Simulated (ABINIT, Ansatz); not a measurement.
# A GW chain in ABINIT: AlN (P6_3mc), part 3 of 3

Aim: the G0W0 gap of AlN (P6_3mc) on PBE, step by step.

ABINIT 10.8.3; PBE and many-body steps on it, plane waves. Known limits of the many-body steps: not at the basis limit.

So far. Step 4 (Empty states on the mesh, 6×6×4 mesh, 559 bands): On this mesh the gap is 4.220 eV. Step 5 (Screening, 6×6×4 mesh, 229 bands, screening to 247.6 eV): Local fields lower ε∞ by 9 %.

The database entry behind the starting cell differs from later determinations by our own check (inner coordinate u about 0.002 short), so it need not match the best structure at ambient conditions.

## Step 6: Self-energy, 6×6×4 mesh, 229 bands, screening to 247.6 eV

The self-energy is evaluated for the states that the input lists, and the levels follow from it, in one-shot runs by the linearised quasiparticle equation.

This step: G0W0 on PBE, plane waves, norm-conserving pseudopotentials.

run.abi reads:

```
acell 3*1.0 Angstrom
rprim 
  3.113000000011 -0.000000000003 0.000000000000
  -1.556500000003 2.695937081992 0.000000000000
  0.000000000000 0.000000000000 4.981000000000
ntypat 2
znucl 13 7
natom 4
typat 1 1 2 2
xred 
  0.333333333333 0.666666666667 0.000000000000
  0.666666666667 0.333333333333 0.500000000000
  0.333333333333 0.666666666667 0.380000000000
  0.666666666667 0.333333333333 0.880000000000
pp_dirpath "pseudos"
pseudos "Al.upf, N.upf"
ecut 36
ngkpt 6 6 4
nshiftk 1
shiftk 0 0 0
kptopt 1
chksymbreak 0
istwfk *1
occopt 1
irdwfk 1
optdriver 4
nband 229
gwcalctyp 0
ecutsigx 36
symsigma 1
nkptgw 1
kptgw 
  0.0000000000 0.0000000000 0.0000000000
bdgw 
  6 10
ecuteps 9.1
irdscr 1
ppmodel 1
indata_prefix "in"
outdata_prefix "out"
tmpdata_prefix "tmp"
```

Started as:

```
OMP_NUM_THREADS=1 mpirun -n 4 abinit run.abi > log
```

Numbers of over 12 decimals in the logs are rounded to 6 here.

Log:

```text
.Version 10.8.3 of ABINIT. v10.8.2 released Aug 2026.

 Symmetries : space group P6_3 m c (#186); Bravais hP (primitive hexag.)
[... echo of the input left out ...]
== DATASET  1 ==================================================================
-   mpi_nproc: 4, omp_nthreads: 1 (-1 if OMP is not activated)

--- !DatasetInfo
iteration_state: {dtset: 1, }
dimensions: {natom: 4, nkpt: 21, mband: 229, nsppol: 1, nspinor: 1, nspden: 1, mpw: 2934, }
cutoff_energies: {ecut:  36.0, pawecutdg:  -1.0, }
electrons: {nelect:   1.60000000E+01, charge:   0.00000000E+00, occopt:   1.00000000E+00, tsmear:   1.00000000E-02, }

 SIGMA: Calculation of the GW corrections

 Based on a program developped by R.W. Godby, V. Olevano, G. Onida, and L. Reining.
 Incorporated in ABINIT by V. Olevano, G.-M. Rignanese, and M. Torrent.
.Using double precision arithmetic ; gwpc =  8

[... cell and pseudopotentials left out ...]
--------------------------------------------------------------------------------

 ==== K-mesh for the wavefunctions ====
 Number of points in the irreducible wedge :    21
[... list of points left out ...]
 Together with 12 symmetry operations and time-reversal symmetry
 yields   144 points in the full Brillouin Zone.

 ==== Q-mesh for screening function ====
 Number of points in the irreducible wedge :    21
[... list of points left out ...]
 Together with 12 symmetry operations and time-reversal symmetry
 yields   144 points in the full Brillouin Zone.

 vcoul_init : cutoff-mode = AUXILIARY_FUNCTION
 q-points for optical limit:   1
     1)      0.000010    0.000020    0.000030
 setmesh: FFT mesh size selected  =    27x   27x   54
          total number of points  =        39366

 Number of electrons calculated from density =   16.0000; Expected =   16.0000
 average of density, n =  0.056718
 r_s =    1.6146
 omega_plasma =   22.9728 [eV]

 === KS Band Gaps ===
  >>>> For spin  1
   Minimum direct gap =   4.2205 [eV], located at k-point      :   0.0000  0.0000  0.0000
   Fundamental gap    =   4.2205 [eV], Top of valence bands at :   0.0000  0.0000  0.0000
                                       Bottom of conduction at :   0.0000  0.0000  0.0000
 SIGMA fundamental parameters:
 PLASMON POLE MODEL  1
 number of plane-waves for SigmaX                 2863
 number of plane-waves for SigmaC and W            373
 number of plane-waves for wavefunctions          2863
 number of bands                                   229
 number of independent spin polarizations            1
 number of spinorial components                      1
 number of k-points in IBZ                          21
 number of q-points in IBZ                          21
 number of symmetry operations                      12
 number of k-points in BZ                          144
 number of q-points in BZ                          144
 number of frequencies for dSigma/dE                 9
 frequency step for dSigma/dE [eV]                0.25
 number of omega for Sigma on real axis              0
 max omega for Sigma on real axis  [eV]           0.00
 zcut for avoiding poles [eV]                     0.10

 EPSILON^-1 parameters (SCR file):
 dimension of the eps^-1 matrix on file            373
 dimension of the eps^-1 matrix used               373
 number of plane-waves for wavefunctions          2863
 number of bands                                   229
 number of q-points in IBZ                          21
 number of frequencies                               2
 number of real frequencies                          1
 number of imag frequencies                          1

 matrix elements of self-energy operator (all in [eV])

 Perturbative Calculation

--- !SelfEnergy_ee
iteration_state: {dtset: 1, }
kpoint     : [   0.000,    0.000,    0.000, ]
spin       : 1
KS_gap     :    4.220
QP_gap     :    5.629
Delta_QP_KS:    1.408
data: !SigmaeeData |
     Band     E0 <VxcDFT>   SigX SigC(E0)      Z dSigC/dE  Sig(E)    E-E0       E
        6   5.135 -16.968 -20.992   2.883   0.786  -0.272 -17.865  -0.897   4.237
        7   5.135 -16.968 -20.992   2.883   0.786  -0.272 -17.865  -0.897   4.237
        8   5.314 -17.078 -21.024   2.845   0.786  -0.272 -17.944  -0.866   4.448
        9   9.535 -12.527  -8.048  -3.815   0.817  -0.224 -11.985   0.542  10.077
       10  11.990 -10.836  -5.799  -4.320   0.826  -0.210 -10.244   0.592  12.582

== END DATASET(S) ==============================================================
================================================================================

 -outvars: echo values of variables after computation  --------
           etotal      0.0000000000E+00
            nband         229
             nkpt          21
          spgroup         186
 [... the other variables as echoed above ...]

 Calculation completed.
```

Elapsed: 43 s, on 4 MPI ranks of Arm Neoverse V1, shared host; peak memory 2.9 GiB.

Numbers from this step:

```yaml
g0w0_gap_on_the_points_computed: 5.629 eV
starting_gap_on_the_mesh: 4.220 eV
k_of_the_valence_top: 0, 0, 0
k_of_the_conduction_bottom: 0, 0, 0
z_at_the_valence_top: 0.786
z_at_the_conduction_bottom: 0.817
least_direct_g0w0_gap_on_the_computed_points: 5.629 eV
```

The gap on the mesh goes from 4.22 eV to 5.63 eV, a correction of +1.41 eV.

Limits: finite bands, cutoff and mesh. v1 is the top filled band, c1 the lowest empty one. Levels before and after the correction, in eV, zero at the valence-band top of each column:

|  | conduction bottom | valence top |
| --- | --- | --- |
| Kohn-Sham | 4.22 | 0.00 |
| G0W0 | 5.63 | 0.00 |

|  | level | energy (eV) |
| --- | --- | --- |
| Kohn-Sham | Γ v3-v2 | -0.180 |
| Kohn-Sham | Γ v1 | 0.000 |
| Kohn-Sham | Γ c1 | 4.221 |
| Kohn-Sham | Γ c2 | 6.676 |
| G0W0 | Γ v3-v2 | -0.211 |
| G0W0 | Γ v1 | 0.000 |
| G0W0 | Γ c1 | 5.629 |
| G0W0 | Γ c2 | 8.134 |

## Step 7: Where the time went

Times are wall times on 4 MPI ranks of Arm Neoverse V1, shared host, good to a factor of about two.

| step | time | share | memory (GiB) |
| --- | --- | --- | --- |
| ground state | 8.3 s | 1 % | 0.28 |
| bands along the symmetry lines | 12 s | 2 % | 0.29 |
| empty states on the mesh | 1.9 min | 19 % | 2.2 |
| screening | 7.4 min | 71 % | 2.5 |
| self-energy | 43 s | 7 % | 2.9 |

## Step 8: What came out

```
PBE gap              : 4.22 eV, direct
G0W0 gap on the mesh : 5.63 eV
GW settings          : 6×6×4 mesh, 229 bands, screening to 247.6 eV, Godby-Needs plasmon pole
known limits         : not at the basis limit
```

What this shows: G0W0 moves the gap on the mesh from 4.22 eV to 5.63 eV (+1.41 eV), with Z of 0.79 and 0.82 at the edges. Local fields lower the RPA ε∞ on this mesh from 4.64 to 4.21. Only 1 of the mesh's irreducible points was corrected, so a valley elsewhere could overtake. The dearest step here is «screening». Bands and cutoff are finite, so the gap is not at the basis limit. The miss can reach some tenths of an eV and take either sign; the mesh is an error of its own. In the G0W0 run levels were corrected at 1 k point alone, so a gap called «on the mesh» is the least over those, and an edge elsewhere would be missed.

[Paths, hosts, dates, memory and timing lines, banners, echoed tables and standing remarks are left out of the program output.]

[Logs are printed without paths, hosts, clocks, repeated set-up lines and the standing remarks that a program may print on its own settings, such as how far it seeks lower states.]

[Runs of the session that timed out or met a known fault of the program may be left out.]

[Hosts, paths, dates, database ids (printed as entryN), source tags and the programs' standing remarks are cut or masked in the printed files.]

[G0W0 gaps are taken among the corrected bands and points alone; a level outside them can change the order at an edge.]

[Where Ansatz stands beside ABINIT at settings called matched, ABINIT's density can come from a denser mesh and the files from another edition; pairs whose starting gaps differed by over 0.03 eV were left out, so agreement reads better than it is.]
